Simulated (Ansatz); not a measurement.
Method: DFT PBE, scalar-relativistic, plane waves, PAW in Ansatz 0.2.0. All cells share a 420 eV cutoff and Γ-centred k meshes spaced at most about 0.3 Å⁻¹ (about 0.25 or finer for metals, 2π included). No spin polarisation.

Temperature and zero-point effects are left out.

Two relaxed structures of Ti2C5:

1.

```
CELL_PARAMETERS angstrom
3.25898 0.00000 0.00000
-1.62949 2.82236 0.00000
0.00000 0.00000 9.83320
ATOMIC_POSITIONS crystal
Ti 0.66667 0.33333 0.85608
Ti 0.66667 0.33333 0.14392
C 0.00000 0.00000 0.23458
C 0.00000 0.00000 0.76542
C 0.00000 0.00000 0.50000
C 0.00000 0.00000 0.36966
C 0.00000 0.00000 0.63034
```

2.

```
CELL_PARAMETERS angstrom
2.69782 0.00000 0.00000
-1.34891 2.33638 0.00000
0.00000 0.00000 10.63103
ATOMIC_POSITIONS crystal
Ti 0.33333 0.66667 0.12241
Ti 0.66667 0.33333 0.87759
C 0.00000 0.00000 0.30366
C 0.66667 0.33333 0.30001
C 0.00000 0.00000 0.69634
C 0.33333 0.66667 0.69999
C 0.00000 0.00000 0.00000
```

Question: Which is lower in energy, and by how much?

Answer: Cell 2 is lower, by 0.36 eV/atom. Cell 1 has space group P-6m2 (No. 187), 12.9 Å³/atom and no gap on its mesh; cell 2 has space group P-3m1 (No. 164), 9.6 Å³/atom and no gap. Counting C atoms around Ti (those within 1.25 times the shortest such distance or 1.15 times the sum of covalent radii, 1.27 where that leaves under three; a plus sign parts nearer from farther groups), cell 1 has Ti 3 and cell 2 has Ti 3+6. Cell 1 holds C–C units of three or more atoms (shortest 1.28 Å); cell 2 holds C–C nets (shortest 1.56 Å). Even the lower one lies +0.17 eV/atom against the reference forms of the elements (uncorrected), so neither is stable at this level. In cell 1, Ti has 3 C at 2.08 Å and 1 Ti at 2.83 Å; C on a site of symmetry 3m has 1 C at 1.33 Å and 3 Ti at 2.08 Å; C on a site of symmetry -6m2 has 2 C at 1.28 Å; 1 more site not described. In cell 2, Ti has 3 C at 2.03 Å, 6 C at 2.45–2.48 Å and 6 Ti at 2.70 Å; C on a site of symmetry 3m is surrounded by 3 C at 1.56 Å and 3 Ti at 2.48 Å; around C on a second site of symmetry 3m lie 3 C at 1.56 Å and 3 Ti at 2.45 Å; 1 more site not described. Both come from invented guesses.

Cells relaxed within their symmetry can be saddle points.
